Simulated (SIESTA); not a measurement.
Crystal: Co.

```
Co
1.0
     2.48736    0.00000    0.00000
    -1.24368    2.15412    0.00000
     0.00000    0.00000    4.06329
Co
2
Cartesian
  0.0000 1.4361 3.0074
  1.2437 0.7180 1.0559
```

This isn't the form of Co at room conditions, which is hcp.

| Property | Result |
| --- | --- |
| Program | SIESTA 5.4.2 |
| Task | single point |
| Functional | PBE |
| Potentials or basis | PseudoDojo 0.4 standard (PBE files) |
| Basis | DZP (energy shift 0.003 Ry; two zetas on semicore shells) |
| Grid cutoff | 800 Ry |
| Energy shift | 0.003 Ry |
| k mesh | 12 × 12 × 7 |
| Occupations | fermi-dirac, width 0.05 eV |
| Spin | collinear spin, ferromagnetic start |
| Starting moments | [2.0, 2.0] μB |

On this cell: pressure 0.6 GPa; largest force 0.560 eV/Å; net moment 3.30 μB per cell; site moments Co +1.65 μB; band gap on the k mesh none (metal or under the smearing width).

The same run follows on a disturbed copy (atoms moved at random, drawn with an rms of 0.05 Å):

```
CELL_PARAMETERS angstrom
2.48736 0.00000 0.00000
-1.24368 2.15412 0.00000
0.00000 0.00000 4.06329
ATOMIC_POSITIONS crystal
Co 0.33137 0.64975 0.73713
Co 0.67030 0.32052 0.26370
```

Question: What changes?

Answer: The energy (extrapolated to zero smearing) moves by +9.5 meV/atom; pressure 1.6 GPa; largest force 0.824 eV/Å; net moment 3.30 μB per cell; site moments Co +1.65 μB; band gap on the k mesh none (metal or under the smearing width).

Forces on the atoms (eV/Å):
```
Co   0.019  0.023  0.822
Co  -0.021 -0.020 -0.823
```

Stress tensor (GPa, compression positive):
```
2.24 0.17 0.13
0.17 1.87 0.16
0.13 0.16 0.77
```

Caveats: short orbitals over semicore shells can move pressures by several GPa; the basis of atomic orbitals isn't converged, which shifts pressures, moduli and gaps.
